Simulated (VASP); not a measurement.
# Γ, X and L conduction levels of zinc-blende GaN against volume, from TB-mBJ with spin-orbit coupling

Compressing a zinc-blende semiconductor raises some of its conduction states quickly and leaves others almost where they were, so the valley that is lowest at one volume need not be lowest at another. For GaN (F-43m) the question is how fast the levels at Γ, X and L move, and whether they change places. The order decides whether the gap is direct, and the spacing sets how much energy an electron in a high field must gain before it can scatter out of the Γ valley. Nine cells between 0.94 and 1.06 of the LDA volume are compared. Energies are counted from the valence-band top at Γ in the same cell, so each slope is that of a level relative to this top.

## Calculations

The start is a typed prototype cell. The crystal was relaxed with LDA. It is scaled evenly about that cell, atoms relaxed with LDA. VASP 6.6.1, plane waves with PAW, cutoff 600 eV, no spin polarisation. Band edges are single points at TB-mBJ with spin-orbit coupling on these cells, k mesh 9×9×9, read on short lines of k points at the zone centre and through the valleys; energies are counted from the valence-band top at the zone centre.  All levels use the PAW data sets made with LDA.

Notes on method and selection:

- A valley's energy from the valence-band top holds the shift of that top as well as the shift of the valley.
- The TB-mBJ parameter c is fixed anew from the density of each cell, so it changes along the series.
- Runs that did not converge, have known faults or may not be shown are not listed, and runs on Ansatz's PAW sets soft_1 and soft_2 are kept to separate tables.

Columns:

- 100 ln(V/V0): 100 ln(V/V0), V0 the volume of the reference cell.
- Γ level (eV): lowest conduction level at Γ.
- Δ valley (eV): minimum of the conduction band along Γ–X.
- L valley (eV): conduction level at L.
- Γ mass (mₑ): curvature mass of the lowest conduction band at Γ, fitted within 0.05 1/Å.

## Numbers

| member | 100 ln(V/V0) | Γ level (eV) | Δ valley (eV) | L valley (eV) | Γ mass (mₑ) |
| --- | --- | --- | --- | --- | --- |
| V/V0 = 0.94 | −6.19 | 3.396 | 4.652 | 6.609 | 0.257 |
| V/V0 = 0.955 | −4.60 | 3.306 | 4.646 | 6.505 | 0.251 |
| V/V0 = 0.97 | −3.05 | 3.217 | 4.641 | 6.403 | 0.245 |
| V/V0 = 0.985 | −1.51 | 3.128 | 4.634 | 6.301 | 0.240 |
| V/V0 = 1 | 0.00 | 3.039 | 4.626 | 6.199 | 0.236 |
| V/V0 = 1.015 | 1.49 | 2.950 | 4.618 | 6.098 | 0.229 |
| V/V0 = 1.03 | 2.96 | 2.862 | 4.609 | 5.998 | 0.225 |
| V/V0 = 1.045 | 4.40 | 2.775 | 4.600 | 5.900 | 0.220 |
| V/V0 = 1.06 | 5.83 | 2.688 | 4.590 | 5.802 | 0.214 |

Least-squares fits to the whole series, with x = 100 ln(V/V0); R² and errors in the fitted variable (y, or ln y where the fit is in ln y):

| y | members | fit | R² | rms residual | leave-one-out rms | the same for the mean of the others |
| --- | --- | --- | --- | --- | --- | --- |
| Γ level (eV) | 9 | y = 3.0357 − 0.058956 x | 1.00 | 0.0028 | 0.0039 | 0.26 |
| Δ valley (eV) | 9 | y = 4.6236 − 0.0051621 x | 0.99 | 0.0023 | 0.0033 | 0.023 |

## What drives the series

The order is Γ, then X, then L in each of the nine cells, and the gap stays direct. The minimum along Γ–X sits at X itself, so the Δ column is the X level.

The rates differ greatly. Over the series 100 ln(V/V0) grows by 5.83 + 6.19 = 12.02, and the levels change by

- Γ: (2.688 − 3.396) / 12.02 = −0.0589 eV per unit
- X: (4.590 − 4.652) / 12.02 = −0.0052 eV per unit
- L: (5.802 − 6.609) / 12.02 = −0.0671 eV per unit

Multiplied by 100, these are the TB-mBJ deformation potentials dE/d ln V: about −5.9, −0.5 and −6.7 eV. The value for Γ is probably too small in size. Measurements point to a stronger response of the direct gap, and the LDA runs that relaxed these same cells also show the gap falling faster with volume.

The usual explanation lies in the character of the states. The Γ level is an antibonding combination of Ga s and N s orbitals, and a shorter bond pushes it up. The X state mixes s and p orbitals and keeps much of its charge in the open space between the bonds, so it gains little from a shorter bond and nearly keeps pace with the valence-band top. The L state is also largely s-like and antibonding, which accounts for its fast rise under compression, though not for its moving faster than Γ.

Because X hardly moves, the other two levels shift against it. Compression brings Γ towards X: their separation is 4.590 − 2.688 = 1.902 eV in the largest cell and 4.652 − 3.396 = 1.256 eV in the smallest. Expansion brings L down towards X: it lies 6.609 − 4.652 = 1.957 eV above X in the smallest cell and 5.802 − 4.590 = 1.212 eV above it in the largest. Neither pair meets.

The Γ mass follows the gap. In the two-band k·p picture m = E / (E + P), with m in mₑ, E the Γ level and P a coupling energy. With P = 9.9 eV, adjusted to these rows, the formula typically misses the tabulated masses by 0.001, while their scatter about the mean is 0.014. With the same coupling energy, a smaller gap mixes the two band edges more strongly away from Γ and makes the electron lighter.

## Exceptions

Largest departures from the fit to the whole series:

| member | Γ level (eV) | fit | computed − fit | in rms residuals |
| --- | --- | --- | --- | --- |
| V/V0 = 0.94 | 3.396 | 3.401 | −0.005 | 1.7 |
| V/V0 = 1.06 | 2.688 | 2.692 | −0.004 | 1.4 |
| V/V0 = 1 | 3.039 | 3.036 | +0.003 | 1.2 |
| V/V0 = 0.985 | 3.128 | 3.125 | +0.003 | 1.2 |

The largest departures from the straight line for Γ are only 0.005 eV, but they have a pattern: both end cells, V/V0 = 0.94 and 1.06, lie below the line and the middle cells above it. This is a slight bend, and it comes from the choice of variable. The rows are equally spaced in V/V0, and each step lowers the Γ level by nearly the same amount: 3.396 − 3.306 = 0.090 eV at the compressed end and 2.775 − 2.688 = 0.087 eV at the expanded end. A quantity that is nearly linear in V must bend when it is plotted against ln V.

The X level bends more in proportion to its slope. It falls by 4.652 − 4.641 = 0.011 eV between V/V0 = 0.94 and 0.97, but by 4.609 − 4.590 = 0.019 eV between 1.03 and 1.06. Here the logarithm is not enough to explain the change. A possible reason is that the X slope is the small remainder of two larger shifts, those of the valley and of the valence-band top, so that a modest curvature in either one shows up clearly.

## Worked examples

**How much must the reference cell expand to lower the direct gap by 0.10 eV?**
The fitted slope is −0.059 eV per unit of 100 ln(V/V0), so the change needed is 0.10 / 0.059 = 1.7 units, or about 1.7 % in volume. The lattice parameter grows by a third of that, 1.7 / 3 = 0.57 %. The rows agree: V/V0 = 1.015 already gives 3.039 − 2.950 = 0.089 eV. As the TB-mBJ slope is probably too shallow, a real crystal should need somewhat less expansion than this.

**Which is the smallest cell in the table whose X valley lies at least 1.8 eV above Γ?**
At V/V0 = 1.03 the separation is 4.609 − 2.862 = 1.747 eV, which falls short. At V/V0 = 1.045 it is 4.600 − 2.775 = 1.825 eV, which is enough. The price is a smaller gap, down from 3.039 eV in the reference cell to 2.775 eV.

**If the volume used is 2 % too small, how wrong is the Γ–X separation?**
The separation changes by 1.902 − 1.256 = 0.646 eV over 12.02 units, or 0.646 / 12.02 = 0.054 eV per unit. Two per cent in volume is about 2 units, so with the TB-mBJ slopes the separation comes out too small by 2 × 0.054 = 0.11 eV. Against 4.626 − 3.039 = 1.587 eV in the reference cell this is about 7 %. It does not threaten the order of the valleys, but it matters for a model of electron transfer between them.

## Summary

Between 0.94 and 1.06 of the LDA volume, the Γ–X spacing is governed almost wholly by the Γ level. The L level should not be treated as a third valley without care: in the reference cell the band falls from L towards Γ, so L is a saddle point and electrons would not collect there.

The slopes include the response of the TB-mBJ parameter c, which is set afresh from each density, as well as the direct effect of the shorter or longer bonds. They are the slopes of one functional. A series with r2SCAN and spin-orbit coupling on the same cells is left out here.

The errors in the gap do not all have the same sign. LDA usually makes the volume slightly too small, which raises the reference Γ level by about 0.06 eV per per cent of volume on the TB-mBJ slope, and leaving out lattice vibrations also makes the gap too large. TB-mBJ itself, however, puts the gap of GaN too low, and this outweighs the other two: the measured gap of zinc-blende GaN is larger than the 3.039 eV of the reference cell. TB-mBJ also tends to give electron masses that are too heavy. The change of mass along the series needs care as well, because it follows the Γ level and so depends on a slope that is probably too shallow.
